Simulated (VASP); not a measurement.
# CoO (Pm-3m) in VASP: further runs, part 2 of 2

VASP 6.6.1. Earlier steps stand in the parts before.

## (4) Single point, PBE+U, collinear spin, antiferromagnetic start

This run uses another cell than the first one: it holds 4 atoms, not 2.

Input file INCAR:

```
SYSTEM = CoO
ALGO     = Normal         ! electronic algorithm
EDIFF    = 1E-6           ! SCF threshold, eV
ENCUT    = 520            ! plane-wave cutoff, eV
GGA      = PE             ! functional
ISIF     = 2              ! what is computed and relaxed
ISMEAR   = 0              ! smearing method
ISPIN    = 2              ! spin polarisation
LASPH    = .True.         ! aspherical terms in the spheres
LCHARG   = .False.        ! write CHGCAR
LDAU     = .True.         ! DFT+U
LDAUJ    = 0 0          
LDAUL    = 2 -1           ! shell
LDAUPRINT= 1            
LDAUTYPE = 2            
LDAUU    = 6 0            ! U, eV
LMAXMIX  = 4              ! l up to which the mixer works
LORBIT   = 11             ! projections on sites
LREAL    = .False.        ! projectors in reciprocal space
LWAVE    = .False.        ! write WAVECAR
MAGMOM   = 2 -2 0 0       ! initial moments
NBANDS   = 27             ! bands
NELM     = 100            ! most SCF steps
PREC     = Accurate       ! precision mode
SIGMA    = 0.05           ! smearing width, eV
```

Input file KPOINTS:

```
k-points
0
Gamma
  6 6 6
  0 0 0
```

Input file POSCAR:

```
CoO
1.0
    0.0000000000      2.5705263100      2.5705263100
    2.5705263100      0.0000000000      2.5705263100
    2.5705263100      2.5705263100      0.0000000000
Co O
2 2
Direct
    0.0000000000      0.0000000000      0.0000000000
    0.5000000000      0.5000000000      0.5000000000
    0.2500000000      0.2500000000      0.2500000000
    0.7500000000      0.7500000000      0.7500000000
```

The run is started by

```bash
> cat potpaw_PBE.64/Co/POTCAR potpaw_PBE.64/O/POTCAR > POTCAR
> mpirun -np 1 vasp_std > vasp.out
```

Run time: 69 s. Hardware: 1 thread of AMD EPYC 7R43 (Zen 3), shared host; peak memory 0.14 GiB.

The run converged. Its results:

```
Free energy                                           : -21.4569 eV
Pressure                                              : 14.5 GPa
Band gap on the k mesh                                : 2.41 eV
Net moment                                            : 0.00 μB per cell
Site moments                                          : Co +2.75, -2.75; O +0.00 μB
Valence electrons inside the program's atomic spheres : Co 7.88; O 5.02
```

Levels at points of the mesh, in eV from the valence-band top:
Spin up:
```
           k point  band 13  band 14  band 15  band 16  band 17  band 18
(0.00, 0.00, 0.00)    -1.26    -1.26    -1.26     2.41     4.47     4.47
(0.50, 0.00, 0.00)    -2.25    -1.37    -1.37     3.30     4.00     4.00
(0.50, 0.50, 0.00)    -0.70    -0.70    -0.22     3.31     3.90     3.90
```
Spin down:
| k point | band 12 | band 13 | band 14 | band 15 | band 16 | band 17 | band 18 | band 19 |
| --- | --- | --- | --- | --- | --- | --- | --- | --- |
| (0.00, 0.00, 0.00) | -2.32 | -1.26 | -1.26 | -1.26 | 2.41 | 4.47 | 4.47 | 4.47 |
| (0.50, 0.00, 0.00) | -2.25 | -2.25 | -1.37 | -1.37 | 3.30 | 4.00 | 4.00 | 7.33 |
| (0.50, 0.50, 0.00) | -2.12 | -0.70 | -0.70 | -0.22 | 3.31 | 3.90 | 3.90 | 6.60 |

Eigenvalues of the final occupation matrices:
| site | spin | trace | eigenvalues |
| --- | --- | --- | --- |
| site 1 d | 1 | 4.97 | 0.98 0.98 1.01 1.01 1.01 |
| site 1 d | 2 | 2.24 | 0.10 0.10 0.10 0.96 0.96 |
| site 2 d | 1 | 2.24 | 0.10 0.10 0.10 0.96 0.96 |
| site 2 d | 2 | 4.97 | 0.98 0.98 1.01 1.01 1.01 |

## (5) Single point, PBE+U, collinear spin, zero start

Input file INCAR:

```
SYSTEM = CoO
ALGO     = Normal         ! electronic algorithm
EDIFF    = 1E-6           ! SCF threshold, eV
ENCUT    = 520            ! plane-wave cutoff, eV
GGA      = PE             ! functional
ISIF     = 2              ! what is computed and relaxed
ISMEAR   = 0              ! smearing method
ISPIN    = 2              ! spin polarisation
LASPH    = .TRUE.         ! aspherical terms in the spheres
LCHARG   = .TRUE.         ! write CHGCAR
LDAU     = .TRUE.         ! DFT+U
LDAUJ    = 0 0          
LDAUL    = 2 -1           ! shell
LDAUPRINT= 1            
LDAUTYPE = 2            
LDAUU    = 6 0            ! U, eV
LELF     = .TRUE.         ! ELF
LMAXMIX  = 4              ! l up to which the mixer works
LORBIT   = 11             ! projections on sites
LREAL    = .FALSE.        ! projectors in reciprocal space
LVHAR    = .TRUE.       
LWAVE    = .FALSE.        ! write WAVECAR
MAGMOM   = 0 0            ! initial moments
NBANDS   = 18             ! bands
NELM     = 150            ! most SCF steps
PREC     = Accurate       ! precision mode
SIGMA    = 0.05           ! smearing width, eV
```

Input file KPOINTS:

```
k-points
0
G
  7 7 7
  0 0 0
```

Input file POSCAR:

```
CoO
1.0
    2.5705263100      0.0000000000      0.0000000000
    0.0000000000      2.5705263100      0.0000000000
    0.0000000000      0.0000000000      2.5705263100
Co O
1 1
Direct
    0.0000000000      0.0000000000      0.0000000000
    0.5000000000      0.5000000000      0.5000000000
```

Potentials or basis: VASP PAW PBE potentials, release 64 (Co, O).

The run is started by

```bash
> cat potpaw_PBE.64/Co/POTCAR potpaw_PBE.64/O/POTCAR > POTCAR
> mpirun -np 1 vasp_std > vasp.out
```

OUTCAR:

```text
SYSTEM = CoO
   EDIFF = 1E-6
   ENCUT = 520
   GGA = PE
   ISIF = 2
   ISMEAR = 0
   ISPIN = 2
   LASPH = .TRUE.
   LORBIT = 11
   LREAL = .FALSE.
   NELM = 150
   PREC = Accurate

 ion  position               nearest neighbor table
   1  0.000  0.000  0.000-   2 2.23   2 2.23   2 2.23   2 2.23   2 2.23   2 2.23   2 2.23   2 2.23

   2  0.500  0.500  0.500-   1 2.23   1 2.23   1 2.23   1 2.23   1 2.23   1 2.23   1 2.23   1 2.23

  LATTYP: Found a simple cubic cell.
 ALAT       =     2.5705263100

  Lattice vectors:

 A1 = (   2.5705263100,   0.0000000000,   0.0000000000)
 A2 = (   0.0000000000,   2.5705263100,   0.0000000000)
 A3 = (   0.0000000000,   0.0000000000,   2.5705263100)

Analysis of symmetry for initial positions (statically):
=====================================================================
 Subroutine PRICEL returns:
 Original cell was already a primitive cell.

 Routine SETGRP: Setting up the symmetry group for a
 simple cubic supercell.

[... 663 lines left out ...]
      5       5.9671      1.00000
      6       5.9671      1.00000
[... 397 lines left out ...]
      5       7.2594      1.00000
      6       7.2594      1.00000
[... 10 lines left out ...]
     17      46.0653      0.00000
     18      50.8761      0.00000

------------------------ aborting loop because EDIFF is reached ----------------------------------------

  FORCE on cell =-STRESS in cart. coord.  units (eV):
  Direction    XX          YY          ZZ          XY          YZ          ZX
  --------------------------------------------------------------------------------------
  -------------------------------------------------------------------------------------
  Total       -1.0739149     -1.0739149     -1.0739149      0.0000000      0.0000000     -0.0000000
  in kB     -101.3011343   -101.3011343   -101.3011343      0.0000000      0.0000000     -0.0000000
  external PRESSURE =    -101.3011343 kB  Pullay stress =       0.0000000 kB

 VOLUME and BASIS-vectors are now :
 -----------------------------------------------------------------------------
  energy-cutoff  :      520.00
  volume of cell :       16.99
      direct lattice vectors                 reciprocal lattice vectors
     2.570526310  0.000000000  0.000000000     0.389025390  0.000000000  0.000000000
     0.000000000  2.570526310  0.000000000     0.000000000  0.389025390  0.000000000
     0.000000000  0.000000000  2.570526310     0.000000000  0.000000000  0.389025390

 POSITION                                       TOTAL-FORCE (eV/Angst)
 -----------------------------------------------------------------------------------
      0.00000      0.00000      0.00000         0.000000      0.000000      0.000000
      1.28526      1.28526      1.28526         0.000000      0.000000      0.000000
 -----------------------------------------------------------------------------------
    total drift:                                0.000000      0.000000      0.000000

  FREE ENERGIE OF THE ION-ELECTRON SYSTEM (eV)
  ---------------------------------------------------
  free  energy   TOTEN  =        -6.6854062681 eV

  energy  without entropy=       -6.6825706970  energy(sigma->0) =       -6.68398848

 total charge

# of ion       s       p       d       tot
------------------------------------------
    1        0.273   0.337   7.504   8.114
    2        1.596   3.279   0.000   4.875
--------------------------------------------------
tot          1.869   3.616   7.504  12.989

 magnetization (x)

# of ion       s       p       d       tot
------------------------------------------
    1        0.000   0.000   0.001   0.001
    2        0.000  -0.000   0.000  -0.000
--------------------------------------------------
tot          0.000  -0.000   0.001   0.001
```

Run time: 28 s. Hardware: 1 thread of AMD EPYC 7R43 (Zen 3), shared host; peak memory 0.1 GiB.

Results:

| Property | Result |
| --- | --- |
| Free energy | -6.6854 eV |
| Pressure | -10.1 GPa |
| Band gap on the k mesh | none (metal or under the smearing width) |
| Net moment | 0.00 μB per cell |
| Valence electrons inside the program's atomic spheres | Co 8.11; O 4.88 |

Eigenvalues of the final occupation matrices:
```tsv
site	spin	trace	eigenvalues
site 1 d	1	3.77	0.62 0.62 0.62 0.96 0.96
site 1 d	2	3.77	0.62 0.62 0.62 0.96 0.96
```

## (6) The reference run

An earlier run on the cell as given: functional PBE; potentials or basis VASP PAW PBE potentials, release 64 (Co, O); cutoff 520 eV; k mesh 10 × 10 × 10; occupations fermi-dirac, width 0.05 eV; collinear spin, ferromagnetic start; starting moments [2.0, 0.0] μB.

- Pressure: 11.1 GPa
- Band gap on the k mesh: none (metal or under the smearing width)
- Net moment: 3.00 μB per cell
- Site moments: Co +2.49; O +0.45 μB
- Valence electrons inside the program's atomic spheres: Co 7.89; O 4.96

## (7) Overview

```csv
level,spin,U,fixed moment (μB),k mesh,smearing,supercell matrix,gap on the mesh (eV),pressure (GPa),moment (μB)
PBE+U,"collinear, ferromagnetic start",Co d U = 7 eV,4,7 × 7 × 7,gaussian 0.05 eV,-,-,65.3,4.00
PBE+U,"collinear, ferromagnetic start",Co d U = 6 eV,-,7 × 7 × 7,gaussian 0.05 eV,-,1.96,16.9,3.00
PBE+U,"collinear, antiferromagnetic start",Co d U = 6 eV,-,6 × 6 × 6,gaussian 0.05 eV,"[0, 1, 1, 1, 0, 1, 1, 1, 0]",2.41,14.5,0.00
PBE+U,"collinear, zero start",Co d U = 6 eV,-,7 × 7 × 7,gaussian 0.05 eV,-,none,-10.1,0.00
PBE,"collinear, ferromagnetic start",-,-,10 × 10 × 10,fermi-dirac 0.05 eV,-,none,11.1,3.00
```

Alike in all rows: task single point; potentials or basis VASP PAW PBE potentials, release 64 (Co, O); cell as given; cutoff (eV) 520.

On the cell as given the gap runs from zero (PBE+U) to 2.41 eV (PBE+U); the meshes differ, which moves gaps too. The pressure there spans -10.1 GPa (PBE+U) to 65.3 GPa (PBE+U); a positive pressure means that this level wants a larger cell, a negative one a smaller.

Caveats: a cell with one magnetic atom can't hold antiferromagnetic order, which such compounds often take (some runs); the moment is held away from its start (some runs); a pressure of tens of GPa on the cell as given is suspect, and the run, the potentials or the cell itself is likely at fault (some runs); the total moment is fixed, so each spin has its own Fermi level (some runs); an odd mesh through Γ misses points on the zone boundary, where band edges often lie (some runs); semilocal functionals often make such compounds metallic where correlation or magnetic order opens a gap, which also shifts bond lengths (some runs).

Total energies depend on the potentials used, so only differences within one code and one set of settings carry meaning.
